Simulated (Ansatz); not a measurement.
**Ta: stress in a strained cell**

Aim: deform Ta (zz strain of -1 %) and compute stress, forces and field gradients with LAPW, PAW and all-electron datasets made for the crystal.

Method: DFT PBE, scalar-relativistic, in Ansatz 0.2.0.

### 1 Starting point

It takes space group Fm-3m (No. 225, cubic). The conventional cell has a = 4.220 Å, b = 4.220 Å, c = 4.220 Å, α = 90.00°, β = 90.00°, γ = 90.00°. Around Ta (site symmetry m-3m) lie 12 Ta at 2.98 Å.

Coordinates:

```xyz
1
Lattice="0.0000 2.1100 2.1100 2.1100 0.0000 2.1100 2.1100 2.1100 0.0000" Properties=species:S:1:pos:R:3 pbc="T T T"
Ta    0.0000    0.0000    0.0000
```

### 2 The deformed structure

Space group Fm-3m before, I4/mmm after.

### 3 LAPW, all electrons

The input, input.yaml:

```yaml
crystal:
  lattice:
    - [0.0, 2.11, 2.0889]
    - [2.11, 0.0, 2.0889]
    - [2.11, 2.11, 0.0]
  atoms:
    - { symbol: Ta, position: [0.0, 0.0, 0.0] }
kpoints:
  mp_grid: { grid: [15, 15, 15] }
  band_path:
    path:
      - [0.0, 0.0, 0.0]
      - [0.0, 0.5, 0.5]
      - [0.25, 0.75, 0.5]
      - [0.0, 0.5, 0.0]
      - [0.0, 0.0, 0.0]
      - [0.5, 0.5, 0.0]
      - [0.3775380063, 0.6224619937, 0.0]
      - [-0.3775380063, 0.3775380063, 0.0]
      - [0.0, 0.0, 0.0]
    npoints: 5
scf:
  occupations: { method: fermi_dirac, width: 0.08 }
hamiltonian:
  xc: pbe
  pseudopotentials: { kind: all_electron, lapw: { basis_error: 0.0005 } }
output:
  forces: true
  stress: true
  eigenvalues: true
```

Launch:

```bash
> ansatz run input.yaml --threads 1 --pin off --max-ram 3072MiB --backend cpu --events-out ev --progress --plain --runs-dir out
```

### 4 PAW on the default files

The input, input.yaml:

```yaml
crystal:
  lattice:
    - [0.0, 2.11, 2.0889]
    - [2.11, 0.0, 2.0889]
    - [2.11, 2.11, 0.0]
  atoms:
    - { symbol: Ta, position: [0.0, 0.0, 0.0] }
kpoints:
  mp_grid: { grid: [15, 15, 15] }
scf:
  occupations: { method: fermi_dirac, width: 0.08 }
hamiltonian:
  xc: pbe
  pseudopotentials: { kind: paw }
output:
  forces: true
  stress: true
  eigenvalues: true
  efg: { contact_densities: true }
```

### 5 Datasets made for this crystal

Changes to input.yaml since step 4:

```diff
@@ -13,3 +13,3 @@
   xc: pbe
-  pseudopotentials: { kind: paw }
+  pseudopotentials: { kind: all_electron, datasets: crystal }
 output:
```

(Steps that only read results are left out.)

What does the calculation give? Wanted: pressure; largest shear or deviatoric stress.

The runs gave:

| quantity | value |
| --- | --- |
| pressure | LAPW 2.49, PAW 2.50, crystal datasets 2.49 GPa |
| largest shear or deviatoric stress (LAPW) | 0.99 GPa |

**Reading.** The largest part of the stress beyond the pressure is 0.99 GPa in size, in the zz component. No run of the undeformed cell stands beside it, so the pressure holds what the given cell had before the change. PAW: stress within 0.01 GPa of LAPW. Crystal datasets: stress within 0.01 GPa of LAPW. Spin-orbit coupling is left out, though the cell holds Ta; in elements this heavy it can shift bands and gaps by tenths of an eV.
